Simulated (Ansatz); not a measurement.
# Ge (Cmcm) in Ansatz: reference runs

Aim: a first look at Ge with PBEsol, on the cell as given and on a disturbed one.

Everything below comes from runs of Ansatz 0.2.0. Logs are shortened: lines on timing, memory, paths and dates and some standing lists are left out, and cuts for length are marked.

### Step 1. The crystal as given

It takes space group Cmcm (No. 63, orthorhombic). Conventional cell: a = 2.976 Å, b = 5.189 Å, c = 4.728 Å, α = 90.00°, β = 90.00°, γ = 90.00°. Ge (site symmetry m2m) has 12 Ge at 2.92 to 2.99 Å as nearest neighbours.

This isn't the form of Ge at room conditions, which is diamond.

### Step 2. Single point, PBEsol

The input, input.yaml:

```yaml
crystal:
  lattice:
    - [1.488052925, -2.59468961, 0.0]
    - [1.488052925, 2.59468961, 0.0]
    - [0.0, 0.0, 4.72759579]
  atoms:
    - { symbol: Ge, position: [0.33344663, 0.66655337, 0.25] }
    - { symbol: Ge, position: [0.66655337, 0.33344663, 0.75] }
hamiltonian:
  xc: pbesol
  pseudopotentials: { kind: paw }
kpoints:
  mp_grid: { grid: [10, 10, 6] }
scf:
  occupations: { method: fermi_dirac, width: 0.05 }
output:
  forces: true
  stress: true
  eigenvalues: true
  write_density: true
  write_potential: true
  elf: true
  volumetric_format: npy
```

Potentials or basis: Ansatz PAW.

Launch:

```sh
> ansatz run input.yaml --threads 2 --pin off --max-ram 5632MiB --backend cpu --events-out ev --progress --plain --runs-dir out
```

What it wrote:

```text
Warning: RAYON_NUM_THREADS=2 ignored (pool sized by the plan → 2); use --threads N
Engine: ansatz 0.2.0, aarch64-unknown-linux-gnu
Pseudopotentials: kind: paw
Pseudopotential: Ge, paw, valence charge 14, recommended cutoff 420 eV (normal), Ge.paw.azcp
Functional definition: PBEsol
  exchange = pbesol_x
  correlation = pbesol_c
Crystal: 2 atoms, lattice volume = 36.507 Å³
Basis set: ecut = 420 eV, 695 PW (Γ), exchange–correlation on 40×40×64 points (8 copies of the dense FFT grid, shifted against one another)
Bands: 18, of which v1, the nominal top of the filled ones, is band 14 counted from 1 (13 counted from 0)
Symmetry: 8 space group operations
Space group: Cmcm (ITA 63), of the structure as read, at distance tolerance 3.3e-5 Å
k-points: 124 of 600
Non-local potential: Ge, projectors of the file, l = 0: 2, l = 1: 2, l = 2: 3, l = 3: 1
PAW form: soft (Blöchl's): semilocal exchange-correlation on the pseudo side does not see the compensation charge
PAW frozen core: Ge, regenerated for the run's functional, and the local potential with it (the file was generated under x = pbe(κ = 0.804, μ = 0.2195149727645171), c = pbe(β = 0.06672455060314922))
PAW one-centre angular grid: Ge, 590 points (default); XC on 64 Gauss nodes
Initial density: superposition of atomic densities (neutral atoms: chi_scale 0, normalization atom), corrected by the library's trained network
Initial wavefunctions: pseudopotential atomic-orbital guess
Functional: x = pbesol(κ = 0.804, μ = 0.12345679012345678), c = pbesol(β = 0.046)
SCF iter   1: F=—  HF=-8506.471048 eV  |F-HF|=—  |Δ(HF+E_count)|=         —  Δρ=2.01e-3  dr2=8.43e-4  ethr=1.77e-3  ⟨swp⟩=5.0  Hψ=9113  notcnv=0
preconditioner: auto → none  [metal: Δε(μ)=0.028 eV  Ē_g=23.119 eV  σ=0.050 eV  W_gap=0.14  n_scr=8 (ndim 8)  ℏωp=32.5 eV  f_vac=0.000  D(μ)=1.12/eV (n_scr^D=2)  sad-step TF]
SCF iter   2: F=—  HF=-8506.470197 eV  |F-HF|=—  |Δ(HF+E_count)|=   8.51e-4  Δρ=9.36e-4  dr2=2.06e-4  ethr=3.01e-6  ⟨swp⟩=2.0  Hψ=4949  notcnv=0
SCF iter   3: F=—  HF=-8506.470202 eV  |F-HF|=—  |Δ(HF+E_count)|=   4.06e-6  Δρ=3.91e-4  dr2=3.08e-5  ethr=7.34e-7  ⟨swp⟩=1.0  Hψ=2200  notcnv=0
SCF iter   4: F=—  HF=-8506.470243 eV  |F-HF|=—  |Δ(HF+E_count)|=   4.17e-5  Δρ=3.18e-5  dr2=1.74e-7  ethr=1.10e-7  ⟨swp⟩=2.3  Hψ=2902  notcnv=0
iter 5 did not close the SCF: its close was put off for the readings that it lacked (scf_convergence_deferred on its scf_iter line)
SCF iter   5: F=-8506.470243 eV  HF=-8506.470243 eV  |F-HF|=2.19e-9  |Δ(HF+E_count)|=   1.70e-7  Δρ=1.86e-6  dr2=8.67e-10  ethr=6.21e-10  ⟨swp⟩=2.5  Hψ=4014  notcnv=0
SCF iter   6: F=-8506.470243 eV  HF=-8506.470243 eV  |F-HF|=1.11e-10  |Δ(HF+E_count)|=  3.75e-10  Δρ=6.67e-7  dr2=1.69e-10  ethr=3.10e-12  ⟨swp⟩=4.4  Hψ=10940  notcnv=0
SCF 1 converged in 6 iterations: F = -8506.470243 eV  dr2 = 1.69e-10
SCF converged after 6 iterations
Free energy (F): -8506.470243 eV
Harris-Foulkes:  -8506.470243 eV  (|F-HF|=1.11e-10)
Internal energy: -8506.461778 eV  (E = F + TS)
E sigma→0 (E₀):  -8506.466010 eV
Entropy (-TS):   -0.008466 eV (-4.233 meV/atom)
Fermi energy:    11.364400 eV
--- Per-component energies (eV) ---
  E_band       = -215.890648
  E_kinetic    = 221.518287
  E_local      = -4204.665803  (includes V_loc(G=0)·N_el)
  E_nonlocal   = 833.278889
  E_hartree    = 1838.303427
  E_xc         = -150.711129
  E_vxc        = -130.184724  (∫ρ·V_xc dr)
  E_paw        = -3950.609097  (= ΣΔE_a)
  E_vpaw       = -612.444796  (= ΣTr[D̂ρ^β])
  E_aug_tail   = 0.000613  (compensation charges beyond the density's cutoff)
  E_ewald      = -3095.412836
  E_core_change = 1.835872  (= ΣΔE_core)
  E_smearing   = -0.008466  (= −TS)
  E_closure    = 0.000000  (closes the sum)
  Σ components = -8506.470243   (vs F -8506.470243, Δ=0.00e0)
--- Forces (eV/Å), atoms counted from 1 ---
  atom   1  Ge     0.00000000    -0.00056304     0.00000000
  atom   2  Ge     0.00000000     0.00056304     0.00000000
  max |Σ_I F_I| component: 0.00e0 eV/Å
--- Stress (GPa, compression-positive) ---
       -0.414960       0.000000       0.000000
        0.000000      -0.192418       0.000000
        0.000000       0.000000       2.099972
  P = ⅓ Tr σ = 0.4975 GPa (4.975 kbar)
--- Band table (eV; the first three rows and the last of 124) ---
  k-point 0: bands = ["-13.2438", "-13.2336", "-13.2312", "-13.2299", "-13.2243", "-13.2211", "-13.2112", "-13.2105", "-13.1364", "-13.1359", "-1.9896", "3.9072", "5.8416", "17.9829", "18.0973", "20.0610", "20.1781", "21.4878"]
  k-point 1: bands = ["-13.2425", "-13.2392", "-13.2360", "-13.2316", "-13.2273", "-13.2241", "-13.1999", "-13.1988", "-13.1390", "-13.1384", "-1.8033", "2.5953", "7.5147", "18.1293", "18.2433", "19.7298", "19.9843", "20.0990"]
  k-point 2: bands = ["-13.2437", "-13.2404", "-13.2390", "-13.2348", "-13.2326", "-13.2313", "-13.1803", "-13.1792", "-13.1473", "-13.1465", "-1.2442", "0.9828", "10.2023", "16.5348", "18.5429", "18.6554", "19.6776", "19.7886"]
  k-point 123: bands = ["-13.2688", "-13.2688", "-13.2502", "-13.2502", "-13.1871", "-13.1871", "-13.1365", "-13.1365", "-13.1319", "-13.1319", "4.3178", "4.3178", "6.4195", "6.4195", "15.6312", "15.6312", "16.4713", "16.4713"]
```

Run time: 3.1 s. Hardware: 2 threads of Arm Neoverse V1, shared host; peak memory 0.31 GiB.

Results:

```
Free energy            : -8506.4702 eV
Pressure               : 0.5 GPa
Band gap on the k mesh : none (metal or under the smearing width)
```

Caveat: the PAW data sets come from PBE, with cores solved anew for the run's functional, which leaves a small shift of forces and pressure.

### Step 3. Single point, PBEsol (atoms moved at random, drawn with an rms of 0.05 Å)

The input, input.yaml:

```yaml
crystal:
  lattice:
    - [1.488052925, -2.59468961, 0.0]
    - [1.488052925, 2.59468961, 0.0]
    - [0.0, 0.0, 4.72759579]
  atoms:
    - { symbol: Ge, position: [0.327104, 0.679362, 0.253225] }
    - { symbol: Ge, position: [0.679104, 0.335894, 0.745256] }
hamiltonian:
  xc: pbesol
  pseudopotentials: { kind: paw }
kpoints:
  mp_grid: { grid: [10, 10, 6] }
scf:
  occupations: { method: fermi_dirac, width: 0.05 }
output:
  forces: true
  stress: true
  eigenvalues: true
```

Potentials or basis: Ansatz PAW.

Launch:

```sh
> ansatz run input.yaml --threads 2 --pin off --max-ram 5632MiB --backend cpu --events-out ev --progress --plain --runs-dir out
```

What it wrote:

```text
Warning: RAYON_NUM_THREADS=2 ignored (pool sized by the plan → 2); use --threads N
Engine: ansatz 0.2.0, aarch64-unknown-linux-gnu
Pseudopotentials: kind: paw
Pseudopotential: Ge, paw, valence charge 14, recommended cutoff 420 eV (normal), Ge.paw.azcp
Functional definition: PBEsol
  exchange = pbesol_x
  correlation = pbesol_c
Crystal: 2 atoms, lattice volume = 36.507 Å³
Basis set: ecut = 420 eV, 695 PW (Γ), exchange–correlation on 40×40×64 points (8 copies of the dense FFT grid, shifted against one another)
Bands: 18, of which v1, the nominal top of the filled ones, is band 14 counted from 1 (13 counted from 0)
Symmetry: 2 space group operations
Space group: P-1 (ITA 2), of the structure as read, at distance tolerance 3.3e-5 Å
k-points: 304 of 600
Non-local potential: Ge, projectors of the file, l = 0: 2, l = 1: 2, l = 2: 3, l = 3: 1
PAW form: soft (Blöchl's): semilocal exchange-correlation on the pseudo side does not see the compensation charge
PAW frozen core: Ge, regenerated for the run's functional, and the local potential with it (the file was generated under x = pbe(κ = 0.804, μ = 0.2195149727645171), c = pbe(β = 0.06672455060314922))
PAW one-centre angular grid: Ge, 590 points (default); XC on 64 Gauss nodes
Initial density: superposition of atomic densities (neutral atoms: chi_scale 0, normalization atom), corrected by the library's trained network
Initial wavefunctions: pseudopotential atomic-orbital guess
Functional: x = pbesol(κ = 0.804, μ = 0.12345679012345678), c = pbesol(β = 0.046)
SCF iter   1: F=—  HF=-8506.470649 eV  |F-HF|=—  |Δ(HF+E_count)|=         —  Δρ=2.02e-3  dr2=9.65e-4  ethr=1.77e-3  ⟨swp⟩=5.0  Hψ=22351  notcnv=0
preconditioner: auto → none  [metal: Δε(μ)=0.002 eV  Ē_g=23.118 eV  σ=0.050 eV  W_gap=0.01  n_scr=8 (ndim 8)  ℏωp=32.5 eV  f_vac=0.000  D(μ)=0.89/eV (n_scr^D=2)  sad-step TF]
SCF iter   2: F=—  HF=-8506.469740 eV  |F-HF|=—  |Δ(HF+E_count)|=   9.09e-4  Δρ=9.58e-4  dr2=2.70e-4  ethr=3.45e-6  ⟨swp⟩=2.0  Hψ=12138  notcnv=0
SCF iter   3: F=—  HF=-8506.469731 eV  |F-HF|=—  |Δ(HF+E_count)|=   8.57e-6  Δρ=4.10e-4  dr2=5.17e-5  ethr=9.65e-7  ⟨swp⟩=1.9  Hψ=6128  notcnv=0
SCF iter   4: F=—  HF=-8506.469755 eV  |F-HF|=—  |Δ(HF+E_count)|=   2.40e-5  Δρ=1.69e-4  dr2=2.19e-5  ethr=1.85e-7  ⟨swp⟩=2.9  Hψ=9642  notcnv=0
SCF iter   5: F=—  HF=-8506.469751 eV  |F-HF|=—  |Δ(HF+E_count)|=   3.95e-6  Δρ=3.08e-5  dr2=1.90e-7  ethr=7.81e-8  ⟨swp⟩=1.9  Hψ=6157  notcnv=0
SCF iter   6: F=-8506.469751 eV  HF=-8506.469751 eV  |F-HF|=8.91e-11  |Δ(HF+E_count)|=   1.26e-7  Δρ=1.73e-6  dr2=4.65e-10  ethr=3.57e-10  ⟨swp⟩=5.2  Hψ=21223  notcnv=0
SCF 1 converged in 6 iterations: F = -8506.469751 eV  dr2 = 4.65e-10
SCF converged after 6 iterations
Free energy (F): -8506.469751 eV
Harris-Foulkes:  -8506.469751 eV  (|F-HF|=8.91e-11)
Internal energy: -8506.462494 eV  (E = F + TS)
E sigma→0 (E₀):  -8506.466123 eV
Entropy (-TS):   -0.007257 eV (-3.628 meV/atom)
Fermi energy:    11.356287 eV
--- Per-component energies (eV) ---
  E_band       = -215.930710
  E_kinetic    = 221.539375
  E_local      = -4206.308975  (includes V_loc(G=0)·N_el)
  E_nonlocal   = 833.303847
  E_hartree    = 1839.106986
  E_xc         = -150.717888
  E_vxc        = -130.194465  (∫ρ·V_xc dr)
  E_paw        = -3950.632422  (= ΣΔE_a)
  E_vpaw       = -612.484928  (= ΣTr[D̂ρ^β])
  E_aug_tail   = 0.000611  (compensation charges beyond the density's cutoff)
  E_ewald      = -3094.589899
  E_core_change = 1.835872  (= ΣΔE_core)
  E_smearing   = -0.007257  (= −TS)
  E_closure    = 0.000000  (closes the sum)
  Σ components = -8506.469751   (vs F -8506.469751, Δ=0.00e0)
--- Forces (eV/Å), atoms counted from 1 ---
  atom   1  Ge    -0.00044974    -0.01110836    -0.01992786
  atom   2  Ge     0.00044974     0.01110836     0.01992786
  max |Σ_I F_I| component: 0.00e0 eV/Å
--- Stress (GPa, compression-positive) ---
       -0.199681       0.020200      -0.026190
        0.020200      -0.391996       0.049833
       -0.026190       0.049833       2.230519
  P = ⅓ Tr σ = 0.5463 GPa (5.463 kbar)
--- Band table (eV; the first three rows and the last of 304) ---
  k-point 0: bands = ["-13.2471", "-13.2347", "-13.2320", "-13.2312", "-13.2248", "-13.2237", "-13.2164", "-13.2033", "-13.1433", "-13.1301", "-1.9953", "3.9087", "5.8426", "17.9518", "18.1393", "19.8277", "20.3895", "21.5018"]
  k-point 1: bands = ["-13.2459", "-13.2388", "-13.2369", "-13.2355", "-13.2270", "-13.2244", "-13.2052", "-13.1936", "-13.1446", "-13.1339", "-1.8097", "2.5977", "7.5153", "18.1067", "18.2718", "19.7417", "19.7876", "20.2742"]
  k-point 2: bands = ["-13.2446", "-13.2422", "-13.2406", "-13.2389", "-13.2320", "-13.2305", "-13.1843", "-13.1764", "-13.1497", "-13.1448", "-1.2540", "0.9888", "10.2019", "16.5396", "18.5482", "18.6494", "19.5873", "19.8644"]
  k-point 303: bands = ["-13.2715", "-13.2626", "-13.2513", "-13.2494", "-13.1957", "-13.1829", "-13.1378", "-13.1361", "-13.1355", "-13.1349", "4.1483", "4.3530", "6.4235", "6.5990", "15.4959", "15.7471", "16.3839", "16.4875"]
```

It took 5 s on 2 threads of Arm Neoverse V1, shared host; peak memory 0.39 GiB.

Results:

```yaml
Free_energy: -8506.4698 eV
Pressure: 0.5 GPa
Largest_force: 0.023 eV/Å
Band_gap_on_the_k_mesh: none (metal or under the smearing width)
```

Forces in eV/Å, atoms in the order of the input:
```
Ge   0.000 -0.011 -0.020
Ge   0.000  0.011  0.020
```

Stress tensor (GPa, compression positive):
```
-0.20  0.02 -0.03
 0.02 -0.39  0.05
-0.03  0.05  2.23
```

Levels at points of the mesh, in eV from the Fermi level:
| k point | band 11 | band 12 | band 13 | band 14 | band 15 | band 16 | band 17 | band 18 |
| --- | --- | --- | --- | --- | --- | --- | --- | --- |
| (0.00, 0.00, 0.00) | -13.35 | -7.45 | -5.51 | 6.60 | 6.78 | 8.47 | 9.03 | 10.15 |
| (0.00, 0.00, -0.50) | -11.80 | -11.54 | 1.78 | 2.02 | 7.73 | 7.76 | 7.86 | 7.94 |
| (0.00, -0.50, 0.00) | -8.38 | -7.15 | -2.21 | -1.27 | -0.79 | 1.35 | 2.47 | 6.30 |
| (0.00, -0.50, -0.50) | -7.04 | -6.86 | -5.02 | -4.86 | 3.99 | 4.23 | 5.10 | 5.17 |
| (-0.50, 0.00, 0.00) | -8.34 | -7.19 | -2.18 | -1.28 | -0.73 | 1.26 | 2.47 | 6.34 |
| (-0.50, 0.00, -0.50) | -7.01 | -6.85 | -5.04 | -4.89 | 3.99 | 4.24 | 5.11 | 5.17 |
| (-0.50, -0.50, 0.00) | -8.60 | -6.97 | -2.38 | -1.23 | -1.09 | 1.71 | 2.60 | 6.55 |
| (-0.50, -0.50, -0.50) | -7.21 | -7.00 | -4.93 | -4.76 | 4.14 | 4.39 | 5.03 | 5.13 |

Caveat: the PAW data sets come from PBE, with cores solved anew for the run's functional, which leaves a small shift of forces and pressure.
